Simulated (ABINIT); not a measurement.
# Rb (I4/mmm) in ABINIT: optical spectrum with PBEsol

Aim: the optical spectrum of Rb with PBEsol.

Everything below comes from runs of ABINIT 10.8.3 (patched build). Logs are shortened: lines on timing, memory, paths and dates and some standing lists are left out, and cuts for length are marked. The log counts tension as positive stress, the text compression.

### Step 1. The cell of the first run

Symmetry: I4/mmm, No. 139, tetragonal system. The conventional cell has a = 5.987 Å, b = 5.987 Å, c = 5.534 Å, α = 90.00°, β = 90.00°, γ = 90.00°.

This isn't the form of Rb at room conditions, which is bcc.

### Step 2. Optical spectrum, PBEsol (volume scaled by 1.04)

run.abi reads:

```
# Datasets
ndtset 3

# Pseudopotentials
pp_dirpath "./"
pseudos "Rb.upf"

# Structure
acell 9.5568337565 9.5568337565 9.5568337565
rprim
    -0.5919000181     0.5919000181     0.5470911597
     0.5919000181    -0.5919000181     0.5470911597
     0.5919000181     0.5919000181    -0.5470911597
ntypat 1
znucl 37
natom 1
typat 1
chkprim 0
chksymtnons 0
tolsym 1.0e-6
xred
            0.0            0.0            0.0

# Plane-wave basis
ecut 19.0

# k points
ngkpt 12 12 12
nshiftk 1
shiftk 0.0 0.0 0.0
istwfk *1

# Exchange and correlation
ixc -116133

# Bands and occupations
occopt 4
tsmear 0.00734986

# SCF cycle
nstep 80

# Output
iomode 3
prteig 0
prtebands 0

# Dataset 1: ground state
nband1 9
tolvrs1 1.0e-12
prtden1 1
prtwf1 0
kptopt1 1

# Dataset 2: empty bands at fixed density
iscf2 -3
getden2 1
nband2 20
nbdbuf2 4
tolwfr2 1.0e-12
nstep2 120
prtden2 0
kptopt2 1

# Dataset 3: wave functions and velocity matrix elements in the full zone
optdriver3 8
wfk_task3 "wfk_optics_fullbz"
getwfk3 2
nband3 16
kptopt3 1
prtevk3 1
inclvkb3 2
```

optic.abi reads:

```
&FILES
 ddkfile_1 = 'runo_DS3_1_EVK.nc',
 ddkfile_2 = 'runo_DS3_2_EVK.nc',
 ddkfile_3 = 'runo_DS3_3_EVK.nc',
 wfkfile = 'runo_DS3_WFK.nc'
/
&PARAMETERS
 broadening = 0.007350,
 domega = 0.002,
 maxomega = 0.8,
 scissor = 0.000000,
 tolerance = 0.002
/
&COMPUTATIONS
 num_lin_comp = 2,
 lin_comp = 11,33,
 num_nonlin_comp = 0
/
```

Potentials or basis: PseudoDojo NC SR PBEsol v0.4 stringent.

Launch:

```
> abinit run.abi > log 2>&1
> optic optic.abi > optic.log 2>&1
```

run.abo:

```text
.Version 10.8.3 of ABINIT
 DATASET    1 : space group I4/m m m (#139); Bravais tI (body-center tetrag.)
================================================================================
 Values of the parameters that define the memory need for DATASET  1.
     intxc =       0    ionmov =       0      iscf =       7    lmnmax =       6
     lnmax =       6     mgfft =      40  mpssoang =       3    mqgrid =    3001
     natom =       1  nloc_mem =       1    nspden =       1   nspinor =       1
    nsppol =       1      nsym =      16    n1xccc =    2501    ntypat =       1
    occopt =       4   xclevel =       2
       mpw =        2664          nfft =       64000          nkpt =         163
================================================================================
================================================================================
[... 13 lines left out ...]
 DATASET    3 : space group I4/m m m (#139); Bravais tI (body-center tetrag.)
================================================================================
 Values of the parameters that define the memory need for DATASET  3.
     intxc =       0    ionmov =       0      iscf =       7    lmnmax =       6
     lnmax =       6     mgfft =      40  mpssoang =       3    mqgrid =    3001
     natom =       1  nloc_mem =       1    nspden =       1   nspinor =       1
    nsppol =       1      nsym =      16    n1xccc =    2501    ntypat =       1
    occopt =       4   xclevel =       2
       mpw =        2664          nfft =       64000          nkpt =         163
================================================================================
================================================================================

--------------------------------------------------------------------------------
------------- Echo of variables that govern the present computation ------------
--------------------------------------------------------------------------------
 -outvars: echo values of preprocessed input variables --------
            acell      9.5568337565E+00  9.5568337565E+00  9.5568337565E+00 Bohr
              amu      8.54678000E+01
          chkprim           0
      chksymtnons           0
             ecut      1.90000000E+01 Hartree
           getden1          0
           getden2          1
           getden3          0
           getwfk1          0
           getwfk2          0
           getwfk3          2
             iscf1          7
             iscf2         -3
             iscf3          7
                       outvar_i_n : Printing only first  50 k-points.
              ixc     -116133
           jdtset        1    2    3
                       outvar_i_n : Printing only first  50 k-points.
         kptrlatt       12    0    0      0   12    0      0    0   12
          kptrlen      1.14682005E+02
            natom           1
            nband1          9
            nband2         20
            nband3         16
           nbdbuf1          0
           nbdbuf2          4
           nbdbuf3          0
           ndtset           3
            ngfft          40      40      40
             nkpt         163
            nstep1         80
            nstep2        120
            nstep3         80
             nsym          16
           ntypat           1
                       prtocc : prtvol=0, do not print more k-points.
                       prtocc : prtvol=0, do not print more k-points.
                       prtocc : prtvol=0, do not print more k-points.
           occopt           4
        optdriver1          0
        optdriver2          0
        optdriver3          8
           prtden1          1
           prtden2          0
           prtden3          1
        prtebands           0
           prteig           0
           prtevk1          0
           prtevk2          0
           prtevk3          1
            prtwf1          0
            prtwf2          1
            prtwf3          1
            rprim     -5.9190001810E-01  5.9190001810E-01  5.4709115970E-01
                       5.9190001810E-01 -5.9190001810E-01  5.4709115970E-01
                       5.9190001810E-01  5.9190001810E-01 -5.4709115970E-01
          spgroup         139
           tolsym      1.00000000E-06
           tolvrs1     1.00000000E-12
           tolvrs2     0.00000000E+00
           tolvrs3     0.00000000E+00
           tolwfr1     0.00000000E+00
           tolwfr2     1.00000000E-12
           tolwfr3     0.00000000E+00
           tsmear      7.34986000E-03 Hartree
            typat      1
         wfk_task1          0
         wfk_task2          0
         wfk_task3          7
[... 172 lines left out ...]
 R(1)= -5.6566901  5.6566901  5.2284593  G(1)=  0.0000000  0.0883909  0.0956305
 R(2)=  5.6566901 -5.6566901  5.2284593  G(2)=  0.0883909  0.0000000  0.0956305
 R(3)=  5.6566901  5.6566901 -5.2284593  G(3)=  0.0883909  0.0883909  0.0000000
 Unit cell volume ucvol=  6.6920394E+02 bohr^3
 Angles (23,13,12)=  1.07416089E+02  1.07416089E+02  1.13664635E+02 degrees

 getcut: wavevector=  0.0000  0.0000  0.0000  ngfft=  40  40  40
         ecut(hartree)=     19.000   => boxcut(ratio)=   2.13307
--------------------------------------------------------------------------------

================================================================================

--- !BeginCycle
iteration_state: {dtset: 2, }
solver: {iscf: -3, nstep: 120, nline: 4, wfoptalg: 0, }
tolerances: {tolwfr: 1.00E-12, }
...

     iter   Etot(hartree)      deltaE(h)  residm     vres2
 Non-SCF case, kpt    1 (  0.00000  0.00000  0.00000), residuals and eigenvalues=
  3.35E-13  9.52E-13  2.95E-13  6.62E-13  2.16E-13  9.97E-13  1.65E-13  2.16E-13
  2.87E-13  8.71E-13  6.55E-13  2.28E-13  9.53E-13  2.08E-13  5.78E-13  2.30E-13
  6.65E-12  2.49E-11  5.95E-08  6.67E-04
 -1.0565E+00 -4.7026E-01 -4.7026E-01 -4.7024E-01 -6.2135E-02  1.2965E-01
  1.4413E-01  1.4413E-01  1.6128E-01  1.8094E-01  2.3702E-01  2.3702E-01
  2.5444E-01  3.1698E-01  3.1698E-01  3.4321E-01  3.6170E-01  3.7165E-01
  4.3572E-01  4.7902E-01
 prteigrs : prtvol=0 or 1, do not print more k-points.

--- !ResultsGS
iteration_state: {dtset: 2, }
comment   : Summary of ground state results
lattice_vectors:
- [ -5.6566901,   5.6566901,   5.2284593, ]
- [  5.6566901,  -5.6566901,   5.2284593, ]
- [  5.6566901,   5.6566901,  -5.2284593, ]
lattice_lengths: [   9.55683,    9.55683,    9.55683, ]
lattice_angles: [107.416, 107.416, 113.665, ] # degrees, (23, 13, 12)
lattice_volume:   6.6920394E+02
convergence: {deltae:  0.000E+00, res2:  0.000E+00, residm:  9.992E-13, diffor:  0.000E+00, }
etotal    :  -2.70432259E+01
entropy   :   0.00000000E+00
fermie    :   6.21307178E-03
cartesian_stress_tensor: null
pressure_GPa: null
xred      :
- [  0.0000E+00,   0.0000E+00,   0.0000E+00, Rb]
cartesian_forces: null
force_length_stats: {min: null, max: null, mean: null, }
...

 Integrated electronic density in atomic spheres:
 ------------------------------------------------
 Atom  Sphere_radius  Integrated_density
    1        2.00000          6.00798755
================================================================================

 ----iterations are completed or convergence reached----

 Mean square residual over all n,k,spin=   40.559E-14; max=  99.917E-14
 reduced coordinates (array xred) for    1 atoms
       0.000000000000      0.000000000000      0.000000000000

 cartesian coordinates (angstrom) at end:
    1      0.00000000000000     0.00000000000000     0.00000000000000
 length scales=  9.556833756500  9.556833756500  9.556833756500 bohr
              =  5.057258628897  5.057258628897  5.057258628897 angstroms
 Eigenvalues (hartree) for nkpt= 163  k points:
 kpt#   1, nband= 20, wtk=  0.00058, kpt=  0.0000  0.0000  0.0000 (reduced coord)
  -1.05649   -0.47026   -0.47026   -0.47024   -0.06214    0.12965    0.14413    0.14413
   0.16128    0.18094    0.23702    0.23702    0.25444    0.31698    0.31698    0.34321
   0.36170    0.37165    0.43572    0.47902
      occupation numbers for kpt#   1
   2.00000    2.00000    2.00000    2.00000    2.00000    0.00000    0.00000    0.00000
   0.00000    0.00000    0.00000    0.00000    0.00000    0.00000    0.00000    0.00000
   0.00000    0.00000    0.00000    0.00000
 prteigrs : prtvol=0 or 1, do not print more k-points.

--- !EnergyTerms
iteration_state     : {dtset: 2, }
comment             : Components of total free energy in Hartree
kinetic             :  7.19010844170771E+00
hartree             :  7.37479675882554E+00
xc                  : -6.94852033007653E+00
Ewald energy        : -1.33720340011655E+01
psp_core            :  4.63769079343741E-01
local_psp           : -2.06164205736790E+01
non_local_psp       : -1.13487459817126E+00
internal            : -2.70431752232153E+01
'-kT*entropy'       : -5.07347036474111E-05
total_energy        : -2.70432259579189E+01
...

--- !EnergyTermsDC
iteration_state     : {dtset: 2, }
comment             : '"Double-counting" decomposition of free energy'
band_energy         : -4.96032858951280E+00
Ewald energy        : -1.33720340011655E+01
psp_core            :  4.63769079343741E-01
xc_dc               : -9.17458169018238E+00
internal            : -2.70431752015169E+01
'-kT*entropy'       : -5.07347036474111E-05
total_energy_dc     : -2.70432259362206E+01
...

================================================================================
== DATASET  3 ==================================================================

--- !DatasetInfo
iteration_state: {dtset: 3, }
dimensions: {natom: 1, nkpt: 163, mband: 16, nsppol: 1, nspinor: 1, nspden: 1, mpw: 2664, }
cutoff_energies: {ecut:  19.0, pawecutdg:  -1.0, }
electrons: {nelect:   9.00000000E+00, charge:   0.00000000E+00, occopt:   4.00000000E+00, tsmear:   7.34986000E-03, }
meta: {optdriver: 8, wfk_task: 7, }
...

 mkfilename : getwfk/=0, take file _WFK from output of DATASET   2.

--------------------------------------------------------------------------------

 Computation of velocity matrix elements (DDK)

 Parameters extracted from the Abinit header:
    ecut:     19.0
    nkpt:    1728
    mband:   20
    nsppol:  1
    nspinor: 1
    useylm:  0
    inclvkb: 2
    bmin: 1, bmax: 20
    Computing diagonal and off-diagonal matrix elements
    Between band index bmin: 1, bmax: 20

== END DATASET(S) ==============================================================
================================================================================

 -outvars: echo values of variables after computation  --------
            acell      9.5568337565E+00  9.5568337565E+00  9.5568337565E+00 Bohr
           etotal1    -2.7043225936E+01
           etotal2    -2.7043225936E+01
           etotal3     0.0000000000E+00
            fcart1    -0.0000000000E+00 -0.0000000000E+00 -0.0000000000E+00
            fcart3     0.0000000000E+00  0.0000000000E+00  0.0000000000E+00
            rprim     -5.9190001810E-01  5.9190001810E-01  5.4709115970E-01
                       5.9190001810E-01 -5.9190001810E-01  5.4709115970E-01
                       5.9190001810E-01  5.9190001810E-01 -5.4709115970E-01
           strten1     1.8335437726E-05  1.8335437726E-05  1.7425991886E-05
                       0.0000000000E+00  0.0000000000E+00  0.0000000000E+00
           strten3     0.0000000000E+00  0.0000000000E+00  0.0000000000E+00
                       0.0000000000E+00  0.0000000000E+00  0.0000000000E+00
 Calculation completed.
```

Run time: 3.5 min. Hardware: 1 thread of Intel Xeon 6975P-C (Granite Rapids), shared host; peak memory 1.6 GiB.

What came out:

```
Free energy            : -735.8837 eV
Pressure               : -0.5 GPa
Band gap on the k mesh : none (metal or under the smearing width)
```

Dielectric function (mean over the directions given):
| energy (eV) | real part | imaginary part |
| --- | --- | --- |
| 0.33 | 1.78 | 0.11 |
| 1.31 | 1.55 | 0.51 |
| 2.29 | 1.24 | 0.26 |
| 3.37 | 1.26 | 0.13 |
| 4.35 | 1.28 | 0.10 |
| 5.44 | 1.27 | 0.13 |
| 6.42 | 1.21 | 0.12 |
| 7.51 | 1.24 | 0.05 |
| 8.49 | 1.29 | 0.02 |
| 9.58 | 1.35 | 0.02 |
| 10.56 | 1.40 | 0.02 |
| 11.65 | 1.49 | 0.02 |
| 12.63 | 1.65 | 0.06 |
| 13.71 | 1.71 | 0.27 |
| 14.69 | 1.72 | 0.51 |
| 15.78 | 1.52 | 0.72 |
| 16.76 | 1.63 | 0.96 |
| 17.85 | 1.08 | 1.46 |
| 18.83 | 0.99 | 1.37 |
| 19.92 | 0.09 | 0.61 |

Caveat: the cutoff is short for stress, so the pressure is rough; the intraband (Drude) term is left out; spectra need much finer meshes, so this one isn't converged; independent-particle spectra lack excitons.
